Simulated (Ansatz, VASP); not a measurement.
# Cross-check of Al26WN27 (W_Al) between VASP and Ansatz

Wanted: the spread between two codes on one cell, functional and k mesh. The cell is taken from a series of runs on this material, whose earlier steps may have relaxed, scaled, displaced or heated it; both programs get it as it stands.

Method: plane waves, with VASP 6.6.1 beside it; single point at r2SCAN, in Ansatz 0.2.0.

**1. Starting point**

The cell holds 54 atoms: 26 Al, 27 N and 1 W. Its edges and angles: a = 9.269 Å, b = 9.269 Å, c = 9.269 Å, α = 60.0°, β = 60.0°, γ = 60.0°. It derives from AlN (AlN (F-43m)). Nearest the centre at fractional (0.333, 0.667, 0.667): W54 at 0.37 Å, N35 at 2.00 Å, N43 at 2.00 Å, N41 at 2.01 Å, N44 at 2.13 Å, Al11 at 2.99 Å, Al3 at 2.99 Å, Al13 at 3.05 Å.

As a file:

```xyz
54
Lattice="0.0000 6.5542 6.5542 6.5542 0.0000 6.5542 6.5542 6.5542 0.0000" Properties=species:S:1:pos:R:3 pbc="T T T"
Al    0.0120    6.5439    6.5555
Al    8.7378    2.1851    6.5535
Al   10.8570    4.4397    6.6026
Al    8.7235    6.5526    2.1760
Al    4.3473    8.7342    8.7172
Al    6.5662   10.8957    8.7190
Al    4.3615    6.5838   10.8803
Al    6.5552    2.1900    4.3710
Al    8.7253   10.9414   10.8885
Al    6.5574    8.7429    2.1943
Al    8.7868    4.4400    8.6725
Al    4.3899    6.4296    2.2056
Al    8.7095    8.6864    4.3739
Al    4.3490    4.3415    4.3817
Al    6.5212    6.5397    4.3368
Al    4.4069    2.2350    6.5176
Al    6.5184    4.3872    6.5409
Al    6.5506   10.9139    4.3665
Al    2.1854    6.5439    4.3822
Al    4.3787    8.7430    4.3733
Al    8.7254   10.9213    6.5411
Al    4.3603    6.5525    6.5393
Al    6.5581    8.6865    6.5253
Al    4.3716    4.3834    8.7414
Al    6.5101    6.5836    8.7318
Al    8.7021    8.7893    8.7771
N     1.0861    1.0998    1.0844
N     3.2713    3.2363    1.0871
N     5.5397    5.4408    1.0912
N     3.2695    1.0970    3.2476
N     5.4566    3.2648    3.2723
N     7.6277    5.4466    3.2528
N     5.4679    1.0943    5.4635
N     7.6458    3.3007    5.4615
N     9.8698    5.4533    5.3307
N     1.1111    3.2979    3.2625
N     3.2755    5.4408    3.3553
N     5.4316    7.6314    3.2473
N     3.2613    3.2633    5.4658
N     5.4370    5.4465    5.4432
N     7.5404    7.6293    5.3562
N     5.4663    3.2903    7.6446
N     7.5146    5.4537    7.6852
N     9.9676    7.7865    7.7834
N     1.0900    5.4665    5.4601
N     3.2686    7.6540    5.4561
N     5.4468    9.8520    5.4812
N     3.2705    5.4595    7.6404
N     5.4319    7.6512    7.6396
N     7.6502    9.8172    7.6315
N     5.4657    5.4767    9.8358
N     7.6478    7.6485    9.8379
N     9.8291    9.8445    9.8363
W     9.0028    6.5489    6.8187
```

**2. Ansatz: single point, r2SCAN**

Ansatz runs on its PAW soft_1 files.

With cell and atoms fixed, the geometry can't cause a difference; cores, projectors, grids and the points listed under the comparison can.

Input file input.yaml:

```yaml
crystal:
  checkpoint: "../qm1.relax.run"
  host: checkpoint
basis:
  ecutwfc: 500
  xc_grid: 2
hamiltonian:
  xc: r2scan
  pseudopotentials: { kind: paw, azcp: { folder: soft_1 } }
kpoints:
  mp_grid: { grid: [2, 2, 2], shift: [0.5, 0.5, 0.5] }
scf:
  occupations: { method: fermi_dirac, width: 0.01 }
  max_iter: 100
output:
  forces: true
  eigenvalues: true
  charged_corrections: { defect_position: [0.333333, 0.666667, 0.666667] }
checkpoint:
  read: "../qm1.relax.run"
  write: "../qm1.point_neutral.run"
  compress: false
  write_wavefunctions: false
  write_every: 100000
magnetization:
  spin_polarized: true
  initial_magnetization: 1
  spin_locking: { lock_magnetization: hard }
```

On the command line:

```sh
ansatz run input.yaml --threads 4 --pin off --max-ram 7536MiB --backend cpu --events-out ev --progress --plain --runs-dir out
```

Numbers of over 12 decimals in the logs are rounded to 6 here.

What it wrote:

```text
Warning: This run holds its total moment fixed (magnetization.spin_locking.lock_magnetization: hard) and mixes its density by anderson or broyden (scf.mixing.algorithm, typed or taken by auto). Slabs with a fixed moment have converged under broyden above another state at the same moment, at the default mixing steps and at smaller ones, and under scf.lower_state_search: standard, light or off a state that such a mixer [...]
checkpoint.read: neither the saved density nor the saved orbitals are used: the state is of another total charge, and does not settle where this run's electrons and spins go. The run starts from its atoms. Which states do: the manual's quickstart, A charge series.
crystal.checkpoint: the structure is that of <dir>, a `relax` run, at its step 11: its result, under r2scan at a charge of -1 e; 54 atoms read, 0 with a starting moment; this deck's charge is 0 e; no density is read with it (checkpoint.read); crystal.structure_sha256 for this input is
Engine: ansatz 0.2.0, aarch64-unknown-linux-gnu
Pseudopotentials: kind: paw
Pseudopotential: Al, paw, valence charge 3, recommended cutoff 500 eV (meta_gga), soft_1/Al.paw.azcp
Pseudopotential: N, paw, valence charge 5, recommended cutoff 500 eV (meta_gga), soft_1/N.paw.azcp
Pseudopotential: W, paw, valence charge 14, recommended cutoff 500 eV (meta_gga), soft_1/W.paw.azcp
Functional definition: r2SCAN
  parameter k0 = 0.174
  parameter k1 = 0.065
  parameter a1 = 4.9479
  exchange = r2scan_x(k0 = k0, k1 = k1, a1 = a1)
  correlation = r2scan_c
Crystal: 54 atoms, lattice volume = 563.102 Å³
Basis set: ecut = 500 eV, 14331 PW (Γ), exchange–correlation on 144×144×144 points (8 copies of the dense FFT grid, shifted against one another)
Bands: 168, of which v1, the nominal top of the filled ones, is band 114 counted from 1 (113 counted from 0)
Symmetry: 1 space group operations
Space group: P1 (ITA 1), of the structure as read, at distance tolerance 8.3e-5 Å
Magnetic group: BNS 1.1 (UNI 1), of the structure as read, at distance tolerance 8.3e-5 Å
k-points: 4 of 8 (time reversal used)
Non-local potential: Al, projectors of the file, l = 0: 2, l = 1: 2, l = 2: 1
Non-local potential: N, projectors of the file, l = 0: 2, l = 1: 2, l = 2: 1
Non-local potential: W, projectors of the file, l = 0: 3, l = 1: 2, l = 2: 2, l = 3: 1
PAW form: soft (Blöchl's): semilocal exchange-correlation on the pseudo side does not see the compensation charge
PAW frozen core: Al, regenerated for the run's functional (the file was generated under x = pbe(κ = 0.804, μ = 0.219515), c = pbe(β = 0.066725))
PAW frozen core: N, regenerated for the run's functional (the file was generated under x = pbe(κ = 0.804, μ = 0.219515), c = pbe(β = 0.066725))
PAW frozen core: W, regenerated for the run's functional (the file was generated under x = pbe(κ = 0.804, μ = 0.219515), c = pbe(β = 0.066725))
PAW one-centre angular grid: Al, 302 points (default); XC on 160 Gauss nodes
PAW one-centre angular grid: N, 302 points (default); XC on 160 Gauss nodes
PAW one-centre angular grid: W, 590 points (default); XC on 160 Gauss nodes
Initial density: superposition of atomic densities (chi_scale 0.1, normalization cell, long waves kept (reshape's long-wave potential 0.04 eV rms))
Starting moments: Σ|m| = 1 μB on 54 of 54 sites
Initial wavefunctions: pseudopotential atomic-orbital guess
Functional: x = r2scan, c = r2scan; τ floored in thin density (d = 2e-4 eV/Å³)
SCF iter   1: F=—  HF=-34690.660990 eV  |F-HF|=—  |Δ(HF+E_count)|=         —  Δρ=4.33e-2 (↑4.31e-2 ↓4.33e-2)  dr2=5.09e1  dr2_τ=1.73e0  dr2_m=8.69e-2  M=1.000 μB ∫|m|=1.042 μB  β_m=1.00  ethr=3.10e-3  ⟨swp⟩=5.8  Hψ=5560  notcnv=0  defer=202
preconditioner: auto → Resta (q_TF=auto, 2.345 Å⁻¹)  ε∞=3.9  [insulator: Δε(μ)=0.034 eV  Ē_g=13.561 eV  σ=0.010 eV  W_gap=0.69  n_scr=112 (ndim 8)  ℏωp=23.2 eV  f_vac=0.000  D(μ)=6.49/eV (n_scr^D=26)  ε∞_Penn≈3.9]
spin=Collinear: Resta preconditioning applied to the charge; magnetization (m = ρ↑ − ρ↓) channel mixes plain (no charge-response kernel on spin).
SCF iter   2: F=—  HF=-34799.110304 eV  |F-HF|=—  |Δ(HF+E_count)|=    1.08e2  Δρ=3.16e-2 (↑3.15e-2 ↓3.16e-2)  dr2=2.76e1  dr2_τ=5.91e-2  dr2_m=1.42e-2  M=1.000 μB ∫|m|=1.137 μB  β_m=1.00  ethr=3.10e-3  ⟨swp⟩=2.0  Hψ=2451  notcnv=0  defer=391  κ⁻¹=1.0e0(r=1)
[...]
atom  10  N     -0.05355892    -0.03118239    -0.05291337
  atom  11  Al    -0.05284659    -0.09137706     0.23515569
  atom  12  N      0.07885736     0.08543402     0.02115620
  atom  13  Al     0.66137399     0.15447849    -0.47938018
  atom  14  N     -0.40240455    -0.12855787     0.04845965
  atom  15  Al     0.02067610     0.18767429     0.01922842
  atom  16  N      0.01285093     0.05081675     0.01290516
  atom  17  Al    -0.33479281    -0.39748251    -0.12159673
  atom  18  N     -0.21945821     0.58188314     1.01298722
  atom  19  Al     0.05048360     0.04974638    -0.04908788
  atom  20  N     -0.00735984    -0.06319199    -0.04242611
  atom  21  Al    -0.04212729    -0.73636161     0.52765222
  atom  22  N     -0.08279710     0.12549228    -0.55699519
  atom  23  Al     0.61184130     0.12907326     0.61257101
  atom  24  N      0.04773141    -0.05584775     0.04785980
  atom  25  Al     0.04603176     0.73341049    -0.58239567
  atom  26  N     -0.12984355    -0.44906167     0.04980917
  atom  27  Al     0.23459321    -0.09077055    -0.05259100
  atom  28  N      0.02236316     0.08694859     0.07938340
  atom  29  Al    -0.32264660    -0.38531389    -0.31986896
  atom  30  N      0.87441332    -0.22383355     0.87538759
  atom  31  Al     0.63866403     0.59855823     0.05214915
  atom  32  N     -0.02948775     0.05111495    -0.00786718
  atom  33  Al    -0.12186561    -0.39689868    -0.33488369
[...]
atom  47  Al    -0.58056163     0.72942919     0.04831963
  atom  48  N      0.05031233    -0.44529024    -0.13201353
  atom  49  Al    -0.01089057    -0.01755614    -0.01000260
  atom  50  N     -0.11477180     0.01010592    -0.11371659
  atom  51  Al    -0.47750124     0.15790874     0.65692152
  atom  52  N      0.04883993    -0.12844291    -0.40009259
  atom  53  Al     0.04978326     0.59542741     0.63714588
  atom  54  N     -0.00852132     0.05270684    -0.02885053
  max |Σ_I F_I| component: 2.91e-2 eV/Å
--- Band table (eV; the first three rows and the last of 8) ---
  k-point 0 ↑: bands = [... 110 lower, 7.0619, 7.1534, 8.9577, 9.4517, 10.7063, 10.8491, 11.3747, 12.3043, ... 50 higher]
  k-point 1 ↑: bands = [... 110 lower, 6.9725, 7.0227, 9.0266, 9.4978, 10.7554, 10.9374, 11.1450, 11.9695, ... 50 higher]
  k-point 2 ↑: bands = [... 110 lower, 6.9302, 7.1412, 9.1699, 9.5054, 10.5548, 10.8954, 11.3148, 12.0289, ... 50 higher]
  k-point 3 ↓: bands = [... 110 lower, 6.9810, 7.0355, 9.5839, 10.5220, 10.9128, 11.1419, 11.4656, 12.0449, ... 50 higher]
```

**3. VASP: single point, r2SCAN**

The same cell, functional, mesh and smearing now go to VASP, with its own data sets.

Lines of VASP's logs that name or quote its potential files are left out, and so is its time.

Input file INCAR:

```
SYSTEM = Al26WN27
PREC = Accurate
ENCUT = 580
EDIFF = 1E-06
NELM = 200
ISMEAR = -1
SIGMA = 0.01
LREAL = Auto
ALGO = Normal
METAGGA = R2SCAN
LASPH = .TRUE.
NBANDS = 152
ISPIN = 2
MAGMOM = 0 0 0 0 -0 0 -0 0 0 0 0 0 0 0 -0 0 0 0 0 0 0 0 0 -0 -0 0 0 0 0.02 -0 0 0 0 -0 0.02 0 0.02 0 0.01 0 0.05 -0 0.02 -0.01 0 0 0 0 -0 0.01 0 0 -0 0.21
LMAXMIX = 4
LORBIT = 11
LWAVE = .FALSE.
LCHARG = .FALSE.
ISIF = 2
ISYM = 0
NUPDOWN = 1
GGA_COMPAT = .FALSE.
LMIXTAU = .TRUE.
KPAR = 4
```

Input file POSCAR:

```
Al26WN27
1.0
    0.0000000000      6.5541898631      6.5541898631
    6.5541898631      0.0000000000      6.5541898631
    6.5541898631      6.5541898631      0.0000000000
Al N W
26 27 1
Direct
    0.9983977211      0.0017987437      0.0000325363
    0.0000682845      0.9998318276      0.3333243512
    0.0141397970      0.9932520365      0.6632434373
    0.0003910534      0.3316087709      0.9993710957
    0.9996756971      0.3303484039      0.3329323357
    0.9954363150      0.3348595711      0.6669705701
    0.9995558167      0.6604917184      0.0049564708
    0.0004440619      0.6664630341      0.3336970158
    0.9997059156      0.6615958541      0.6696639653
    0.3341266574      0.0006717932      0.9998201534
    0.3299910793      0.9932082620      0.3474306859
    0.3238629552      0.0126598030      0.6571303947
    0.3319085723      0.3354381884      0.9934063786
    0.3336988001      0.3348406748      0.3287080367
    0.3322483795      0.3294278731      0.6655341789
    0.3315240277      0.6628954248      0.0094829159
    0.3363964919      0.6615745128      0.3329707603
    0.6659711892      0.0002378341      0.9992144668
    0.6667955836      0.0018102627      0.3316281455
    0.6665627977      0.0006836994      0.6673886755
    0.6665191483      0.3314909212      0.9997822200
    0.6660968064      0.3316311694      0.3336445183
    0.6601602893      0.3354325310      0.6651693228
    0.6677620300      0.6659533721      0.0010345277
    0.6717341360      0.6605186398      0.3327562415
    0.6762329434      0.6629271489      0.6647869809
    0.0837677238      0.0816777732      0.0840342067
    0.0802652998      0.0856023516      0.4135130432
    0.0757017023      0.0907943453      0.7544246940
    0.0820230126      0.4134786324      0.0853582849
    0.0824263716      0.4168480363      0.4156948244
    0.0817516085      0.4145417965      0.7492544858
    0.0831528800      0.7504431462      0.0838161882
    0.0851649875      0.7481258494      0.4184301482
    0.0697424649      0.7435879005      0.7622923560
    0.4157114698      0.0820607160      0.0874603636
    0.4211570125      0.0907774251      0.4089746256
    0.4155467785      0.0799031707      0.7488115552
    0.4171171638      0.4168234397      0.0807706534
    0.4159765588      0.4145225865      0.4150195651
    0.4153904975      0.4018285222      0.7486479805
    0.4171866455      0.7491850069      0.0848314165
    0.4290660562      0.7435002864      0.4030276950
    0.4273853147      0.7601579808      0.7606409793
    0.7504029199      0.0826666685      0.0836411411
    0.7507784976      0.0816816447      0.4170204774
    0.7542083778      0.0820885080      0.7489565652
    0.7498624253      0.4158725810      0.0831218286
    0.7521068960      0.4134995396      0.4152735105
    0.7474988243      0.4168647427      0.7503560494
    0.7511891953      0.7494976393      0.0844194312
    0.7505556143      0.7504474941      0.4164087201
    0.7515601515      0.7492101858      0.7504551665
    0.3329690560      0.7073844941      0.6662162888
```

Input file KPOINTS:

```
Points of the shifted mesh
8
Reciprocal
 0.2500000000  0.2500000000  0.2500000000 1
 0.2500000000  0.2500000000  0.7500000000 1
 0.2500000000  0.7500000000  0.2500000000 1
 0.2500000000  0.7500000000  0.7500000000 1
 0.7500000000  0.2500000000  0.2500000000 1
 0.7500000000  0.2500000000  0.7500000000 1
 0.7500000000  0.7500000000  0.2500000000 1
 0.7500000000  0.7500000000  0.7500000000 1
```

Potentials, in the order of the species: Al, N and W (PBE family, release 64).

On the command line:

```sh
mpirun -np 8 vasp_std
```

What it wrote:

```text
[banner, memory and clock lines left out]
running    8 mpi-ranks, on    1 nodes
[...]
|                                                                             |
|           W    W    AA    RRRRR   N    N  II  N    N   GGGG   !!!           |
|           W    W   A  A   R    R  NN   N  II  NN   N  G    G  !!!           |
|           W    W  A    A  R    R  N N  N  II  N N  N  G       !!!           |
|           W WW W  AAAAAA  RRRRR   N  N N  II  N  N N  G  GGG   !            |
|           WW  WW  A    A  R   R   N   NN  II  N   NN  G    G                |
|           W    W  A    A  R    R  N    N  II  N    N   GGGG   !!!           |
|                                                                             |
|     For optimal performance we recommend to set                             |
|       NCORE = 2 up to number-of-cores-per-socket                            |
|     NCORE specifies how many cores store one orbital (NPAR=cpu/NCORE).      |
|     This setting can greatly improve the performance of VASP for DFT.       |
[...]
|                                                                             |
|     You enforced a specific xc type in the INCAR file but a different       |
|     [... a line on the potential file left out ...]
|     I HOPE YOU KNOW WHAT YOU ARE DOING!                                     |
|                                                                             |

 LDA part: xc-table for (None), standard interpolation
 POSCAR, INCAR and KPOINTS ok, starting setup
[...]
entering main loop
       N       E                     dE             d eps       ncg     rms          rms(c)
DAV:   1     0.847007447545E+03    0.84701E+03   -0.11204E+05  4864   0.147E+03
DAV:   2    -0.561180367749E+03   -0.14082E+04   -0.13410E+04  6048   0.301E+02
DAV:   3    -0.673356614321E+03   -0.11218E+03   -0.11089E+03  5896   0.919E+01
DAV:   4    -0.675482274578E+03   -0.21257E+01   -0.21158E+01  5744   0.142E+01
[...]
DAV:  22    -0.555262178433E+03    0.20204E-05   -0.22713E-06  3856   0.527E-03    0.300E-03
DAV:  23    -0.555262179444E+03   -0.10113E-05   -0.30838E-06  3448   0.381E-03    0.252E-03
DAV:  24    -0.555262179818E+03   -0.37327E-06   -0.25841E-07  2840   0.135E-03
   1 F= -.55526218E+03 E0= -.55526218E+03  d E =-.844330E-13  mag=     1.0000
```

From OUTCAR (step 3):

```text
  FREE ENERGIE OF THE ION-ELECTRON SYSTEM (eV)
  ---------------------------------------------------
  free  energy   TOTEN  =      -555.2621798177 eV

  energy  without entropy=     -555.2621798177  energy(sigma->0) =     -555.26217982

 magnetization (x)
# of ion       s       p       d       tot
------------------------------------------
    1       -0.000  -0.000   0.000  -0.000
    2       -0.000  -0.000   0.000  -0.000
    3        0.001  -0.002   0.000  -0.001
    4        0.000  -0.000   0.000   0.000
    5       -0.000  -0.000   0.000  -0.000
    6       -0.000  -0.000   0.000  -0.000
    7        0.001   0.001   0.000   0.002
    8        0.000   0.000   0.000   0.000
    9        0.001   0.001   0.000   0.001
   10        0.000   0.000   0.000   0.000
   11        0.001  -0.002   0.000  -0.001
   12        0.001  -0.002   0.000  -0.001
   13        0.001   0.001   0.000   0.002
[...]
--------------------------------------------------
tot          0.007  -0.038   1.026   0.995
```

The magnetic state follows from one typed start and may not be the lowest.

**4. Comparison**

Known differences besides the potentials themselves: VASP starts from the moments at which Ansatz ended; VASP keeps PBE cores, Ansatz makes them for the functional; the data sets hold 227 valence electrons in Ansatz (on its PAW soft_1 files) and 219 in VASP; the cutoff is 500 eV in Ansatz and 580 eV in VASP (PREC = Accurate, projectors in real space); site moments are counted in spheres of each program's own size. Total energies have different zeros and are not compared.

Both answers:

```tsv
quantity	Ansatz	VASP	difference
total moment, fixed by the input (μB)	1.00	1.00	0.00
moment on W54 (μB)	0.21	1.01	-0.81
moment on N41 (μB)	0.05	-0.02	+0.07
```

Forces on 8 of the 54 atoms, those with the largest forces and the largest differences (eV/Å; atoms numbered as in POSCAR):

```tsv
atom	Ansatz x, y, z	VASP x, y, z
Al3	0.527, -0.735, -0.040	0.568, -0.804, -0.083
Al11	-0.042, -0.736, 0.528	-0.089, -0.806, 0.574
Al13	0.046, 0.733, -0.582	0.068, 0.729, -0.543
N35	-0.219, 0.582, 1.013	-0.103, 0.571, 1.040
N41	0.874, -0.224, 0.875	0.898, -0.164, 0.900
N43	1.016, 0.578, -0.215	1.044, 0.568, -0.100
N44	-0.104, -0.076, -0.105	0.191, 0.242, 0.191
W54	-1.501, -1.170, -1.503	-1.970, -1.496, -1.972
```

The forces differ by 76 meV/Å r.m.s., which is 19.1 % of the r.m.s. force of 0.396 eV/Å (both taken over all components). The two runs ended with unlike total or site moments, perhaps in different magnetic states; the other differences may follow from that, so they don't measure the programs' precision.

**5. Summary of results**

| Property | Result |
| --- | --- |
| difference in moment on W54 (single point, r2SCAN) | -0.81 μB |
| r.m.s. force difference (single point, r2SCAN) | 19 % of the r.m.s. force |

**Reading.** The r.m.s. force difference is 19 % of the r.m.s. force (single point, r2SCAN), beyond the 3 % picked in this series as the mark of a large difference. The data sets hold unlike numbers of valence electrons (227 in Ansatz and 219 in VASP), so part of the differences comes from the potentials. The runs of the single point, r2SCAN pair ended with unlike moments, so it says little about numerical agreement. By the marks of this series, far apart in the single point, r2SCAN pair: the r.m.s. force difference, 19 % of the r.m.s. force. What causes the difference of the single point, r2SCAN pair stays open here. How closely two codes agree says nothing of how well the functional describes the real material.

[Lines on the potential files, build, host, timing and source positions are cut from VASP's logs without a mark.]

[Logs are printed without paths, hosts, clocks, repeated set-up lines and the standing remarks that a program may print on its own settings, such as how far it seeks lower states.]

[Hosts, paths, dates, database ids (printed as entryN), source tags and the programs' standing remarks are cut or masked in the printed files.]
